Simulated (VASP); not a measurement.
# InAs (F-43m) in VASP: a series of runs

The runs below take InAs through single point, with PBEsol, PBE-based global hybrid.

Everything below comes from runs of VASP 6.6.1. Logs are shortened: lines on timing, memory, paths and dates and some standing lists are left out, and cuts for length are marked.

**The experiment to reproduce.**

A printed reference work, data compilation reports, for a bulk crystal of InAs at 4.2 K: band gap 0.418 eV (direct).

The results are compared with them further down.

## (1) The cell of the first run

The structure is cubic, space group F-43m (No. 216). The conventional cell has a = 6.109 Å, b = 6.109 Å, c = 6.109 Å, α = 90.00°, β = 90.00°, γ = 90.00°. In (site symmetry -43m) has 4 As at 2.65 Å within 3.5 Å. As (site symmetry -43m) has 4 In at 2.65 Å within 3.5 Å.

## (2) Single point, PBEsol

INCAR

```
SYSTEM = InAs
PREC = Accurate
ENCUT = 520
EDIFF = 1E-6
ISMEAR = -1
SIGMA = 0.02
LREAL = .False.
LASPH = .True.
NELM = 100
ALGO = Normal
ISIF = 2
LWAVE = .False.
LCHARG = .False.
GGA = PS
NBANDS = 16
```

KPOINTS

```
Automatic mesh
0
Gamma
  6 6 6
  0 0 0
```

POSCAR

```
InAs
1.0
    0.0000000000      3.0545915924      3.0545915924
    3.0545915924      0.0000000000      3.0545915924
    3.0545915924      3.0545915924      0.0000000000
In As
1 1
Direct
    0.0000000000      0.0000000000      0.0000000000
    0.2500000000      0.2500000000      0.2500000000
```

Potentials or basis: VASP PAW PBE potentials, release 64 (In_d, As).

Started as:

```console
cat potpaw_PBE.64/In_d/POTCAR potpaw_PBE.64/As/POTCAR > POTCAR
mpirun -np 1 vasp_std > vasp.out
```

OUTCAR:

```text
SYSTEM = InAs
   PREC = Accurate
   ENCUT = 520
   EDIFF = 1E-6
   ISMEAR = -1
   LREAL = .False.
   LASPH = .True.
   NELM = 100
   ISIF = 2
   GGA = PS

 ion  position               nearest neighbor table
   1  0.000  0.000  0.000-   2 2.65   2 2.65   2 2.65   2 2.65
   2  0.250  0.250  0.250-   1 2.65   1 2.65   1 2.65   1 2.65

  LATTYP: Found a face centered cubic cell.
 ALAT       =     6.1091831848

  Lattice vectors:

 A1 = (   0.0000000000,   3.0545915924,   3.0545915924)
 A2 = (   3.0545915924,   0.0000000000,   3.0545915924)
 A3 = (   3.0545915924,   3.0545915924,   0.0000000000)

Analysis of symmetry for initial positions (statically):
[... 5 lines left out ...]
 face centered cubic supercell.

 Subroutine GETGRP returns: Found 24 space group operations
 (whereof 24 operations were pure point group operations)
 out of a pool of 48 trial point group operations.

The static configuration has the point symmetry T_d .

Analysis of symmetry for dynamics (positions and initial velocities):
[... 5 lines left out ...]
 face centered cubic supercell.

 Subroutine GETGRP returns: Found 24 space group operations
 (whereof 24 operations were pure point group operations)
 out of a pool of 48 trial point group operations.

The dynamic configuration has the point symmetry T_d .

 Subroutine INISYM returns: Found 24 space group operations
 (whereof 24 operations are pure point group operations),
 and found     1 'primitive' translations

----------------------------------------------------------------------------------------

                                     Primitive cell

  volume of cell :      57.0019

  direct lattice vectors                    reciprocal lattice vectors
     0.000000000  3.054591592  3.054591592    -0.163688004  0.163688004  0.163688004
     3.054591592  0.000000000  3.054591592     0.163688004 -0.163688004  0.163688004
     3.054591592  3.054591592  0.000000000     0.163688004  0.163688004 -0.163688004

  length of vectors
     4.319844857  4.319844857  4.319844857     0.283515939  0.283515939  0.283515939

  position of ions in fractional coordinates (direct lattice)
     0.000000000  0.000000000  0.000000000
     0.250000000  0.250000000  0.250000000

  ion indices of the primitive-cell ions
   primitive index   ion index
                 1           1
                 2           2

----------------------------------------------------------------------------------------

 KPOINTS: Automatic mesh

Automatic generation of k-mesh.
 Grid dimensions read from file:
 generate k-points for:    6    6    6

 Generating k-lattice:

  Cartesian coordinates                     Fractional coordinates (reciprocal lattice)
    -0.027281334  0.027281334  0.027281334     0.166666667  0.000000000  0.000000000
     0.027281334 -0.027281334  0.027281334     0.000000000  0.166666667  0.000000000
     0.027281334  0.027281334 -0.027281334     0.000000000  0.000000000  0.166666667

  Length of vectors
     0.047252657  0.047252657  0.047252657

  Shift w.r.t. Gamma in fractional coordinates (k-lattice)
     0.000000000  0.000000000  0.000000000

 Subroutine IBZKPT returns following result:
 ===========================================

 Found     16 irreducible k-points:

 Following reciprocal coordinates:
[... 6 lines left out ...]
  0.333333  0.166667  0.000000     24.000000
[... 8 lines left out ...]
 -0.333333  0.333333  0.166667     24.000000
 -0.333333  0.500000  0.166667     12.000000
   k-points           NKPTS =     16   k-points in BZ     NKDIM =     16   number of bands    NBANDS=     16
   number of dos      NEDOS =    301   number of ions     NIONS =      2
   total plane-waves  NPLWV =  32768
   dimension x,y,z NGX =    32 NGY =   32 NGZ =   32
   dimension x,y,z NGXF=    64 NGYF=   64 NGZF=   64
   ions per type =               1   1
   NGX,Y,Z   is equivalent  to a cutoff of  12.31, 12.31, 12.31 a.u.
   NGXF,Y,Z  is equivalent  to a cutoff of  24.63, 24.63, 24.63 a.u.
 SYSTEM =  InAs
   PREC   = accura    normal or accurate (medium, high low for compatibility)
   ISTART =      0    job   : 0-new  1-cont  2-samecut
   ICHARG =      2    charge: 1-file 2-atom 10-const
   ISPIN  =      1    spin polarized calculation?
   LNONCOLLINEAR =      F non collinear calculations
   LSORBIT =      F    spin-orbit coupling
   LASPH  =      T    aspherical Exc in radial PAW
   ENCUT  =  520.0 eV  38.22 Ry    6.18 a.u.   8.03  8.03  8.03*2*pi/ulx,y,z
   NELM   =    100;   NELMIN=  2; NELMDL= -5     # of ELM steps
   EDIFF  = 0.1E-05   stopping-criterion for ELM
   LREAL  =      F    real-space projection
   EDIFFG = 0.1E-04   stopping-criterion for IOM
   NSW    =      0    number of steps for IOM
   IBRION =     -1    ionic relax: 0-MD 1-quasi-New 2-CG
   NFREE  =      0    steps in history (QN), initial steepest desc. (CG)
   ISIF   =      2    stress and relaxation
   ISYM   =      2    0-nonsym 1-usesym 2-fastsym
   POTIM  = 0.5000    time-step for ionic-motion
   TEBEG  =    0.0;   TEEND  =   0.0 temperature during run
   PSTRESS=    0.0 pullay stress
   NELECT =      18.0000    total number of electrons
   NUPDOWN=      -1.0000    fix difference up-down
   EMIN   =  10.00;   EMAX   =-10.00  energy-range for DOS
   EFERMI =   0.00;   METHOD = LEGACY
   ISMEAR =    -1;   SIGMA  =   0.02  broadening in eV -4-tet -1-fermi 0-gaus
   EFERMI_NEDOS =   21; number of points for ismear=-14 and -15
   IALGO  =     38    algorithm
   IMIX   =      4    mixing-type and parameters
     AMIX     =   0.40;   BMIX     =  1.00
     AMIX_MAG =   1.60;   BMIX_MAG =  1.00
  volume/ion in A,a.u.               =      28.50       192.33
  Fermi-wavevector in a.u.,A,eV,Ry     =   1.114814  2.106693 16.909468  1.242811
  Thomas-Fermi vector in A             =   2.251413
   LORBIT       =      0    0 simple, 1 ext, 2 COOP (PROOUT), +10 PAW based schemes
   GGA     = PS    functional components
   LHFCALC =     F    Hartree Fock is set to
   AEXX    =    0.0000 exact exchange contribution
   IVDW    =     0    specifies the selected vdW correction
   LEPSILON=     F    determine dielectric tensor
   LRPA    =     F    only Hartree local field effects (RPA)
 non-spin polarized calculation
  energy-cutoff  :      520.00
  volume of cell :       57.00
 maximum number of plane-waves:      1572
   NGX = 17   NGY = 17   NGZ = 17

 number of electron      17.9999996 magnetization

 Free energy of the ion-electron system (eV)
  ---------------------------------------------------
  ext. energy  EPLUGINS =         0.00000000
  ---------------------------------------------------
  free energy    TOTEN  =        -8.47083049 eV

  energy without entropy =       -8.47047687  energy(sigma->0) =       -8.47065368

 E-fermi :   4.0894     XC(G=0):  -9.1480

 val. band max:        4.0755848187   @ k =   0.0000   0.0000   0.0000
 cond. band min:       4.8810269281   @ k =   0.5000   0.0000   0.0000
 fundamental gap:      0.8054421095
 Fermi energy:         4.0894477610

 k-point     1 :       0.0000    0.0000    0.0000
  band No.  band energies     occupation
      1     -10.2041      2.00000
      2     -10.2041      2.00000
      3     -10.2041      2.00000
      4     -10.0889      2.00000
      5     -10.0889      2.00000
      6      -7.6198      2.00000
[... 8 lines left out ...]
     15      13.6565      0.00000
     16      13.6565      0.00000

 k-point     2 :       0.1667    0.0000    0.0000
  band No.  band energies     occupation
      1     -10.2347      2.00000
      2     -10.1953      2.00000
      3     -10.1953      2.00000
      4     -10.0889      2.00000
      5     -10.0889      2.00000
      6      -7.3505      2.00000
[... 8 lines left out ...]
     15      12.5682      0.00000
     16      12.5682      0.00000

 k-point     3 :       0.3333    0.0000    0.0000
  band No.  band energies     occupation
      1     -10.2906      2.00000
      2     -10.1807      2.00000
      3     -10.1807      2.00000
      4     -10.0855      2.00000
      5     -10.0855      2.00000
      6      -6.6833      2.00000
[... 8 lines left out ...]
     15      13.0245      0.00000
     16      13.0245      0.00000

 k-point     4 :       0.5000    0.0000    0.0000
  band No.  band energies     occupation
      1     -10.3166      2.00000
      2     -10.1754      2.00000
      3     -10.1754      2.00000
      4     -10.0816      2.00000
      5     -10.0816      2.00000
      6      -6.2273      2.00000
[... 8 lines left out ...]
     15      14.6531      0.00000
     16      14.6531      0.00000

 k-point     5 :       0.1667    0.1667    0.0000
  band No.  band energies     occupation
      1     -10.2531      2.00000
      2     -10.1862      2.00000
      3     -10.1862      2.00000
      4     -10.0963      2.00000
      5     -10.0837      2.00000
      6      -7.2617      2.00000
[... 8 lines left out ...]
     15      13.2148      0.00000
     16      13.9542      0.00000

 k-point     6 :       0.3333    0.1667    0.0000
  band No.  band energies     occupation
      1     -10.2977      2.00000
      2     -10.1733      2.00000
      3     -10.1697      2.00000
      4     -10.0998      2.00000
      5     -10.0794      2.00000
      6      -6.7195      2.00000
[... 8 lines left out ...]
     15      13.9204      0.00000
     16      14.0828      0.00000
[... 115 lines left out ...]
 k-point    13 :       0.5000    0.5000    0.0000
  band No.  band energies     occupation
      1     -10.3717      2.00000
      2     -10.1301      2.00000
      3     -10.1301      2.00000
      4     -10.1236      2.00000
      5     -10.0681      2.00000
      6      -5.7135      2.00000
[... 8 lines left out ...]
     15      15.4926      0.00000
     16      15.9483      0.00000

 k-point    14 :       0.5000    0.3333    0.1667
  band No.  band energies     occupation
      1     -10.3291      2.00000
      2     -10.1640      2.00000
      3     -10.1526      2.00000
      4     -10.1026      2.00000
      5     -10.0785      2.00000
      6      -6.1787      2.00000
[... 8 lines left out ...]
     15      14.4548      0.00000
     16      15.7816      0.00000

 k-point    15 :      -0.3333    0.3333    0.1667
  band No.  band energies     occupation
      1     -10.3406      2.00000
      2     -10.1636      2.00000
      3     -10.1450      2.00000
      4     -10.0989      2.00000
      5     -10.0819      2.00000
      6      -5.8301      2.00000
[... 8 lines left out ...]
     15      14.7009      0.00000
     16      15.6403      0.00000

 k-point    16 :      -0.3333    0.5000    0.1667
  band No.  band energies     occupation
      1     -10.3558      2.00000
      2     -10.1514      2.00000
      3     -10.1353      2.00000
      4     -10.1089      2.00000
      5     -10.0766      2.00000
      6      -5.6791      2.00000
[... 8 lines left out ...]
     15      15.4947      0.00000
     16      15.6840      0.00000

------------------------ aborting loop because EDIFF is reached ----------------------------------------

  FORCE on cell =-STRESS in cart. coord.  units (eV):
  Direction    XX          YY          ZZ          XY          YZ          ZX
  --------------------------------------------------------------------------------------
  -------------------------------------------------------------------------------------
  Total       -0.1571587     -0.1571587     -0.1571587      0.0000000      0.0000000      0.0000000
  in kB       -4.4173280     -4.4173280     -4.4173280      0.0000000      0.0000000      0.0000000
  external PRESSURE =      -4.4173280 kB  Pullay stress =       0.0000000 kB

 VOLUME and BASIS-vectors are now :
 -----------------------------------------------------------------------------
  energy-cutoff  :      520.00
  volume of cell :       57.00
      direct lattice vectors                 reciprocal lattice vectors
     0.000000000  3.054591592  3.054591592    -0.163688004  0.163688004  0.163688004
     3.054591592  0.000000000  3.054591592     0.163688004 -0.163688004  0.163688004
     3.054591592  3.054591592  0.000000000     0.163688004  0.163688004 -0.163688004

 POSITION                                       TOTAL-FORCE (eV/Angst)
 -----------------------------------------------------------------------------------
      0.00000      0.00000      0.00000         0.000000      0.000000      0.000000
      1.52730      1.52730      1.52730        -0.000000     -0.000000     -0.000000
 -----------------------------------------------------------------------------------
    total drift:                               -0.000000     -0.000000      0.000000

  FREE ENERGIE OF THE ION-ELECTRON SYSTEM (eV)
  ---------------------------------------------------
  free  energy   TOTEN  =        -8.4708304933 eV

  energy  without entropy=       -8.4704768678  energy(sigma->0) =       -8.47065368
```

Run time: 16 s. Hardware: 1 thread of AMD EPYC 7R13 (Zen 3), shared host; peak memory 0.15 GiB.

Results:

```yaml
Free_energy: -8.4708 eV
Pressure: -0.4 GPa
Band_gap_on_the_k_mesh: zero (filled and empty bands touch)
```

Caveat: the PAW data sets were made with another functional, which shifts forces and pressure a little; spin-orbit coupling is left out, which moves the levels of the heavy elements.

## (3) Single point, PBE-based global hybrid

POSCAR is that of step 2.

INCAR.step1

```
SYSTEM = InAs
PREC = Accurate
ENCUT = 520
EDIFF = 1E-5
ISMEAR = -1
SIGMA = 0.02
LREAL = .False.
LASPH = .True.
NELM = 100
ALGO = Normal
ISIF = 2
LWAVE = .True.
LCHARG = .False.
NBANDS = 16
GGA = PE
```

INCAR.step2

```
SYSTEM = InAs
PREC = Accurate
ENCUT = 520
EDIFF = 1E-6
ISMEAR = -1
SIGMA = 0.02
LREAL = .False.
LASPH = .True.
NELM = 100
ALGO = Normal
ISIF = 2
LWAVE = .False.
LCHARG = .False.
GGA = PE
LHFCALC = .True.
AEXX = 0.5
PRECFOCK = Normal
NBANDS = 16
ISTART = 1
```

KPOINTS

```
regular mesh
0
Gamma
  4 4 4
  0 0 0
```

Potentials or basis: VASP PAW PBE potentials, release 64 (In_d, As).

Started as:

```console
cat potpaw_PBE.64/In_d/POTCAR potpaw_PBE.64/As/POTCAR > POTCAR
cp INCAR.step1 INCAR
mpirun -np 1 vasp_std > vasp.out
cp INCAR.step2 INCAR
mpirun -np 1 vasp_std > vasp.out
```

Run time: 22 min. Hardware: 1 thread of AMD EPYC 7R13 (Zen 3), shared host; peak memory 0.17 GiB.

Results (log left out):

```yaml
Free_energy: -12.6560 eV
Pressure: -2.6 GPa
Band_gap_on_the_k_mesh: 2.67 eV, direct
```

Levels at points of the mesh, in eV from the valence-band top:
| k point | band 7 | band 8 | band 9 | band 10 | band 11 | band 12 |
| --- | --- | --- | --- | --- | --- | --- |
| (0.00, 0.00, 0.00) | 0.00 | 0.00 | 0.00 | 2.67 | 6.96 | 6.96 |
| (0.50, 0.00, 0.00) | -6.62 | -1.11 | -1.11 | 3.83 | 7.75 | 7.75 |
| (0.50, 0.50, 0.00) | -6.69 | -2.63 | -2.63 | 4.24 | 4.91 | 12.76 |

Caveat: the k points lie up to 0.45 Å⁻¹ apart; the PAW data sets were made with another functional, which shifts forces and pressure a little; spin-orbit coupling is left out, which moves the levels of the heavy elements.

## (4) Single point, PBE-based global hybrid

POSCAR is that of step 3.

INCAR.step1

```
SYSTEM = InAs
ALGO = Normal
EDIFF = 1E-5
ENCUT = 520
GGA = PE
ISIF = 2
ISMEAR = -1
LASPH = .True.
LCHARG = .False.
LREAL = .False.
LWAVE = .True.
NBANDS = 16
NELM = 80
PREC = Accurate
SIGMA = 0.02
```

INCAR.step2

```
SYSTEM = InAs
AEXX = 0.2
ALGO = Normal
EDIFF = 1E-6
ENCUT = 520
GGA = PE
ISIF = 2
ISMEAR = -1
ISTART = 1
LASPH = .True.
LCHARG = .False.
LHFCALC = .True.
LREAL = .False.
LWAVE = .False.
NBANDS = 16
NELM = 80
PREC = Accurate
PRECFOCK = Normal
SIGMA = 0.02
```

KPOINTS

```
k-points
0
Gamma
  4 4 4
  0 0 0
```

Started as:

```console
cat potpaw_PBE.64/In_d/POTCAR potpaw_PBE.64/As/POTCAR > POTCAR
cp INCAR.step1 INCAR
mpirun -np 1 vasp_std > vasp.out
cp INCAR.step2 INCAR
mpirun -np 1 vasp_std > vasp.out
```

It took 12 min on 1 thread of AMD EPYC 7R13 (Zen 3), shared host; peak memory 0.17 GiB.

It converged, with:

| Quantity | Value |
| --- | --- |
| Free energy | -9.5219 eV |
| Pressure | 0.1 GPa |
| Band gap on the k mesh | 0.78 eV, direct |

Levels at points of the mesh, in eV from the valence-band top:
```tsv
k point	band 5	band 6	band 7	band 8	band 9	band 10	band 11	band 12	band 13	band 14
(0.00, 0.00, 0.00)	-15.69	-12.64	0.00	0.00	0.00	0.78	5.07	5.07	5.07	8.72
(0.50, 0.00, 0.00)	-15.69	-11.15	-6.06	-1.02	-1.02	2.00	5.85	5.85	8.06	10.30
(0.50, 0.50, 0.00)	-15.67	-10.59	-6.15	-2.41	-2.41	2.60	3.15	10.47	10.62	10.62
```

Caveat: the k points lie up to 0.45 Å⁻¹ apart; the PAW data sets were made with another functional, which shifts forces and pressure a little; spin-orbit coupling is left out, which moves the levels of the heavy elements.

## (5) The runs side by side

```csv
level,k mesh,grid for exact exchange (PRECFOCK),share of exact exchange,gap on the mesh (eV),pressure (GPa)
PBEsol,6 × 6 × 6,-,-,none,-0.4
PBE-based global hybrid,4 × 4 × 4,Normal,0.5,2.67,-2.6
PBE-based global hybrid,4 × 4 × 4,Normal,0.2,0.78,0.1
```

Alike in all rows: task single point; potentials or basis VASP PAW PBE potentials, release 64 (In_d, As); no spin polarisation; cell as given; cutoff (eV) 520; smearing fermi-dirac 0.02 eV.

Caveats: some runs use coarse meshes; the PAW data sets were made with another functional, which shifts forces and pressure a little; spin-orbit coupling is left out, which moves the levels of the heavy elements.

Total energies depend on the potentials used, so only differences within one code and one set of settings carry meaning.

## (6) Comparison with measurements

Step 2. Measured gap of InAs: 0.418 eV (direct; 4.2 K; a printed reference work, data compilation). This calculation gives 0.00 eV (-0.42 eV). Spin-orbit coupling on As, In is left out. The value is that of PBEsol on a finite k mesh, which can miss the band edges, without temperature or zero-point motion. Semilocal functionals fall short of measured gaps as a rule.
